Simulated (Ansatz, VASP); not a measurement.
# LiF: VASP beside Ansatz

INCAR

```
PREC = Accurate
ENCUT = 520
EDIFF = 1E-8
ISMEAR = -1
SIGMA = 0.03
LREAL = F
LASPH = T
NELM = 100
ALGO = Normal
ISIF = 2
LWAVE = F
LCHARG = F
GGA = PE
LEFG = T
NBANDS = 12
```

Contents of KPOINTS:

```
Automatic mesh
0
Gamma
  10 10 10
```

POSCAR

```
LiF
1.0
   -0.0201400000      2.0039300000      2.0039300000
    2.0039300000     -0.0201400000      2.0039300000
    2.0039300000      2.0039300000     -0.0201400000
Li F
1 1
Direct
    0.0000000000      0.0000000000      0.0000000000
    0.5000000000      0.5000000000      0.5000000000
```

Input for Ansatz:

```yaml
crystal:
  lattice:
    - [-0.02014, 2.00393, 2.00393]
    - [2.00393, -0.02014, 2.00393]
    - [2.00393, 2.00393, -0.02014]
  atoms:
    - { symbol: Li, position: [0.0, 0.0, 0.0] }
    - { symbol: F, position: [0.5, 0.5, 0.5] }
kpoints:
  mp_grid: { grid: [10, 10, 10] }
scf:
  occupations: { method: fermi_dirac, width: 0.03 }
hamiltonian:
  xc: pbe
  pseudopotentials: { kind: paw }
output:
  forces: true
  stress: true
  eigenvalues: true
  efg: { contact_densities: true }
```

Change from the starting cell: equal xy, yz and zx shear strains of -1 %, PAW files.

Alike in both runs: task electric field gradients; functional PBE; k mesh 10 × 10 × 10; occupations fermi-dirac, width 0.03 eV; no spin polarisation.

|  | VASP | Ansatz |
| --- | --- | --- |
| version | VASP 6.6.1 | Ansatz 0.2.0 |
| potentials or method | VASP PAW PBE potentials, release 64 (Li_sv, F) | PAW with Ansatz's default frozen-core files, scalar-relativistic |
| plane-wave cutoff (eV) | 520 | 420 |
| valence electrons in the cell | 10 | 10 |

|  | VASP | Ansatz | Ansatz less VASP |
| --- | --- | --- | --- |
| gap on the k mesh at the Fermi level (eV) | 9.04 | 9.04 | +0.001 |
| Vzz of the field gradient on the site that differs most (V/Å²) | -2.6 | -2.6 | -0.01 |

With one functional, cell and mesh, what is left measures potentials, basis and numerics.

 A k mesh can miss the band edges.
